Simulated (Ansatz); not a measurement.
# Ag in Ansatz: the effect of strain

Ag:

```
Ag
1.0
    -1.58943    1.58943    1.65565
     1.58943   -1.58943    1.65565
     1.58943    1.58943   -1.65565
Ag
1
Cartesian
  0.0000 0.0000 0.0000
```

The cell isn't the ideal one: strained by -4 %.

Alike in all runs:

```yaml
Program: Ansatz 0.2.0
Task: single point
Functional: PBE
Potentials_or_basis: Ansatz PAW
Cutoff: "420 eV (not typed: the program's choice for these potentials)"
k_mesh: 11 × 11 × 11
Occupations: fermi-dirac, width 0.05 eV
Spin: no spin polarisation
```

Task: One run gave: pressure -3.8 GPa. Which strain did it use?
A. -0.04
B. 0.04
C. 0.02

Result: C.

| strain | pressure (GPa) |
| --- | --- |
| -0.04 | 7.8 |
| 0.02 | -3.8 |
| 0.04 | -6.2 |
